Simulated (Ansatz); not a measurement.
Born–Oppenheimer molecular dynamics of a periodic cell of 16 atoms, WC (start crystal WC, start structure P-6m2, volume 1.1 times the crystal's). It goes on from the last frame of an earlier run, with new velocities.

The calculation used DFT PBE-D3(BJ), scalar-relativistic, plane waves, PAW in Ansatz. Settings: accuracy low, PAW set soft_1, cutoff 420 eV, k mesh 2x2x2, fermi-dirac smearing 0.17 eV, no spin polarisation.

| Property | Result |
| --- | --- |
| ensemble | NPT, Langevin |
| time step | 1.5 fs |
| steps asked | 130 |
| set temperature | 1400 K |
| friction | 0.01 /fs |
| pressure | 0 GPa |
| seed | 144432 |

Frames 3 fs apart, positions in Å.

Velocities at 30 fs (Å/ps):

```
W -0.51 0.57 4.69
C -5.23 21.70 -2.19
W 3.72 -1.37 -4.50
C -3.21 -6.68 1.97
W 1.75 -2.45 4.17
C -13.73 -1.66 -4.77
W 0.17 0.23 -4.94
C -4.62 6.52 -2.46
W -2.64 -3.63 0.77
C -12.09 14.69 -4.56
W -0.01 -1.73 2.64
C 3.62 2.25 6.07
W 0.36 0.65 -2.50
C 2.96 -22.84 -7.41
W 1.75 3.22 1.30
C -6.00 5.13 -9.87
```

```xyz
16
Lattice="-2.9318 -5.1149 -0.0167 4.4398 -2.5817 -0.0047 0.0036 0.0169 5.6641" Properties=species:S:1:pos:R:3 time_fs=30 energy_less_start_eV=-0.770 T=1357
W 0.216 -5.103 0.035
C 1.659 -4.120 1.314
W 0.098 -5.041 2.761
C 1.540 -4.302 4.173
W -1.272 -2.508 -0.065
C 0.206 -1.702 1.302
W -1.318 -2.527 2.659
C 0.200 -1.534 3.931
W 1.618 -2.621 -0.089
C 3.135 -1.492 1.419
W 1.635 -2.355 2.688
C 3.152 -1.492 4.270
W 0.089 0.024 -0.094
C -1.263 -4.287 1.198
W 0.237 0.062 2.777
C -1.305 -4.144 4.080
16
Lattice="-2.9288 -5.1212 -0.0168 4.4310 -2.5824 -0.0086 -0.0002 0.0191 5.6462" Properties=species:S:1:pos:R:3 time_fs=33 energy_less_start_eV=-0.186 T=1170
W 0.212 -5.106 0.043
C 1.641 -4.061 1.308
W 0.105 -5.050 2.736
C 1.531 -4.312 4.158
W -1.267 -2.519 -0.052
C 0.161 -1.705 1.290
W -1.320 -2.527 2.636
C 0.178 -1.519 3.924
W 1.606 -2.634 -0.090
C 3.090 -1.464 1.399
W 1.631 -2.362 2.686
C 3.160 -1.495 4.260
W 0.090 0.026 -0.101
C -1.261 -4.354 1.172
W 0.239 0.072 2.771
C -1.326 -4.122 4.046
16
Lattice="-2.9251 -5.1280 -0.0142 4.4201 -2.5827 -0.0133 -0.0060 0.0196 5.6297" Properties=species:S:1:pos:R:3 time_fs=36 energy_less_start_eV=0.047 T=1066
W 0.207 -5.110 0.050
C 1.612 -4.018 1.311
W 0.109 -5.056 2.716
C 1.542 -4.310 4.145
W -1.262 -2.531 -0.039
C 0.120 -1.710 1.274
W -1.326 -2.530 2.617
C 0.142 -1.520 3.953
W 1.595 -2.647 -0.093
C 3.044 -1.466 1.379
W 1.625 -2.375 2.684
C 3.159 -1.513 4.230
W 0.094 0.028 -0.108
C -1.269 -4.399 1.166
W 0.240 0.083 2.765
C -1.345 -4.099 4.028
16
Lattice="-2.9220 -5.1357 -0.0114 4.4103 -2.5836 -0.0184 -0.0125 0.0201 5.6168" Properties=species:S:1:pos:R:3 time_fs=39 energy_less_start_eV=-0.065 T=1170
W 0.203 -5.116 0.054
C 1.583 -4.000 1.321
W 0.116 -5.061 2.698
C 1.559 -4.298 4.145
W -1.257 -2.545 -0.027
C 0.096 -1.704 1.264
W -1.331 -2.534 2.601
C 0.112 -1.544 4.000
W 1.583 -2.661 -0.097
C 3.014 -1.495 1.359
W 1.617 -2.390 2.685
C 3.152 -1.540 4.197
W 0.100 0.028 -0.115
C -1.283 -4.424 1.186
W 0.239 0.094 2.759
C -1.355 -4.079 4.023
16
Lattice="-2.9186 -5.1432 -0.0098 4.4016 -2.5854 -0.0210 -0.0158 0.0202 5.6052" Properties=species:S:1:pos:R:3 time_fs=42 energy_less_start_eV=-0.400 T=1360
W 0.200 -5.123 0.056
C 1.553 -4.006 1.354
W 0.124 -5.064 2.685
C 1.579 -4.276 4.139
W -1.252 -2.561 -0.018
C 0.083 -1.697 1.263
W -1.337 -2.539 2.586
C 0.101 -1.593 4.057
W 1.571 -2.674 -0.101
C 3.006 -1.538 1.329
W 1.613 -2.407 2.688
C 3.151 -1.573 4.159
W 0.105 0.026 -0.121
C -1.313 -4.421 1.228
W 0.240 0.104 2.752
C -1.357 -4.065 4.023
16
Lattice="-2.9153 -5.1524 -0.0097 4.3911 -2.5867 -0.0215 -0.0164 0.0204 5.5964" Properties=species:S:1:pos:R:3 time_fs=45 energy_less_start_eV=-0.655 T=1697
W 0.195 -5.132 0.052
C 1.528 -4.027 1.395
W 0.138 -5.066 2.675
C 1.595 -4.250 4.133
W -1.249 -2.578 -0.011
C 0.087 -1.695 1.272
W -1.342 -2.542 2.570
C 0.108 -1.638 4.118
W 1.558 -2.683 -0.106
C 3.004 -1.594 1.292
W 1.609 -2.425 2.695
C 3.145 -1.620 4.123
W 0.110 0.024 -0.128
C -1.349 -4.401 1.286
W 0.240 0.113 2.747
C -1.353 -4.059 4.037
16
Lattice="-2.9126 -5.1602 -0.0112 4.3822 -2.5878 -0.0223 -0.0163 0.0222 5.5922" Properties=species:S:1:pos:R:3 time_fs=48 energy_less_start_eV=-0.725 T=1721
W 0.189 -5.141 0.043
C 1.515 -4.081 1.434
W 0.152 -5.066 2.669
C 1.605 -4.222 4.123
W -1.248 -2.594 -0.007
C 0.103 -1.687 1.287
W -1.346 -2.545 2.559
C 0.119 -1.688 4.172
W 1.549 -2.690 -0.112
C 3.008 -1.654 1.254
W 1.605 -2.442 2.704
C 3.131 -1.675 4.083
W 0.113 0.022 -0.137
C -1.383 -4.358 1.357
W 0.238 0.125 2.739
C -1.337 -4.060 4.073
16
Lattice="-2.9093 -5.1677 -0.0134 4.3722 -2.5886 -0.0220 -0.0150 0.0239 5.5933" Properties=species:S:1:pos:R:3 time_fs=51 energy_less_start_eV=-0.527 T=1578
W 0.186 -5.148 0.032
C 1.517 -4.149 1.461
W 0.164 -5.066 2.669
C 1.607 -4.193 4.108
W -1.248 -2.607 -0.009
C 0.129 -1.670 1.314
W -1.349 -2.549 2.553
C 0.126 -1.738 4.213
W 1.541 -2.696 -0.117
C 3.019 -1.721 1.216
W 1.602 -2.461 2.716
C 3.114 -1.714 4.047
W 0.117 0.021 -0.144
C -1.406 -4.301 1.413
W 0.235 0.136 2.733
C -1.311 -4.078 4.120
16
Lattice="-2.9069 -5.1727 -0.0155 4.3645 -2.5887 -0.0219 -0.0138 0.0256 5.5956" Properties=species:S:1:pos:R:3 time_fs=54 energy_less_start_eV=-0.208 T=1332
W 0.181 -5.151 0.020
C 1.527 -4.218 1.469
W 0.173 -5.066 2.672
C 1.611 -4.177 4.100
W -1.247 -2.616 -0.012
C 0.155 -1.645 1.344
W -1.349 -2.552 2.551
C 0.133 -1.778 4.238
W 1.536 -2.699 -0.119
C 3.033 -1.791 1.184
W 1.599 -2.478 2.727
C 3.096 -1.729 4.021
W 0.120 0.022 -0.150
C -1.418 -4.233 1.440
W 0.234 0.148 2.725
C -1.277 -4.114 4.171
16
Lattice="-2.9044 -5.1759 -0.0160 4.3569 -2.5881 -0.0209 -0.0127 0.0255 5.6020" Properties=species:S:1:pos:R:3 time_fs=57 energy_less_start_eV=-0.012 T=1301
W 0.176 -5.151 0.008
C 1.544 -4.286 1.456
W 0.182 -5.068 2.682
C 1.614 -4.178 4.089
W -1.248 -2.623 -0.017
C 0.183 -1.613 1.370
W -1.349 -2.556 2.559
C 0.137 -1.812 4.234
W 1.532 -2.702 -0.118
C 3.053 -1.846 1.159
W 1.598 -2.494 2.740
C 3.078 -1.736 4.014
W 0.121 0.023 -0.154
C -1.416 -4.174 1.441
W 0.232 0.159 2.718
C -1.240 -4.167 4.214
16
Lattice="-2.9011 -5.1807 -0.0162 4.3489 -2.5888 -0.0188 -0.0106 0.0244 5.6086" Properties=species:S:1:pos:R:3 time_fs=60 energy_less_start_eV=0.027 T=1221
W 0.169 -5.154 -0.005
C 1.561 -4.343 1.425
W 0.193 -5.074 2.693
C 1.615 -4.196 4.084
W -1.250 -2.629 -0.023
C 0.202 -1.589 1.391
W -1.351 -2.561 2.572
C 0.134 -1.839 4.210
W 1.530 -2.705 -0.116
C 3.073 -1.891 1.144
W 1.597 -2.511 2.756
C 3.057 -1.734 4.025
W 0.124 0.023 -0.155
C -1.400 -4.132 1.413
W 0.228 0.168 2.710
C -1.201 -4.225 4.239
16
Lattice="-2.8987 -5.1847 -0.0152 4.3428 -2.5893 -0.0180 -0.0102 0.0231 5.6160" Properties=species:S:1:pos:R:3 time_fs=63 energy_less_start_eV=-0.117 T=1152
W 0.161 -5.160 -0.018
C 1.577 -4.385 1.371
W 0.203 -5.079 2.704
C 1.615 -4.219 4.084
W -1.254 -2.635 -0.029
C 0.212 -1.573 1.404
W -1.355 -2.566 2.587
C 0.131 -1.844 4.175
W 1.530 -2.706 -0.116
C 3.089 -1.922 1.143
W 1.598 -2.527 2.769
C 3.035 -1.717 4.051
W 0.131 0.022 -0.158
C -1.369 -4.109 1.369
W 0.223 0.173 2.705
C -1.167 -4.277 4.244
```

Of the whole run (195 fs, mean temperature of the second half 1563 K): The conserved energy stayed within 0.52 meV per atom of its start (net change -0.26 meV per atom), so the integration is sound. The mean temperature of the second half is 12 % above the set value. A run of 0.2 ps of so small a system gives no equilibrium averages. Limits of this set-up: coarse k mesh, low accuracy level. The cell's volume went from 175 to 173 Å³.

Run time: 17 min on 1 thread of Intel(R) Xeon(R) Platinum 8259CL CPU @ 2.50GHz (Skylake/Cascade Lake) (shared host), peak memory 0.61 GiB.
